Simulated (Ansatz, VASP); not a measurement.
## Zr in VASP and in Ansatz

```
CELL_PARAMETERS angstrom
0.54967 2.56064 2.56064
2.56064 0.54967 2.56064
2.56064 2.56064 0.54967
ATOMIC_POSITIONS crystal
Zr 0.00000 0.00000 0.00000
```

Alike in both runs: task single point; functional PBEsol; k mesh 20 × 20 × 20; occupations gaussian, width 0.15 eV; no spin polarisation.

```csv
,VASP,Ansatz
version,VASP 6.6.1,Ansatz 0.2.0
potentials or method,"VASP PAW PBE potentials, release 64 (Zr_sv)","scalar-relativistic, plane waves, PAW"
plane-wave cutoff (eV),520,420
valence electrons in the cell,12,12
```

Ansatz gave:

| Property | Result |
| --- | --- |
| gap on the k mesh at the Fermi level (eV) | none |
| pressure (GPa) | 0.5 |
| largest component of the traceless stress (GPa) | 8.55 |

Task: Estimate VASP's values.

Result: gap on the k mesh at the Fermi level (eV): none; pressure (GPa): 0.7; largest component of the traceless stress (GPa): 8.61.

A gap of «none» marks a metal or a gap that the smearing closes. With one functional, cell and mesh, what is left measures potentials, basis and numerics.

Caveats: the PAW data sets were made with another functional, which shifts forces and pressure a little (VASP).
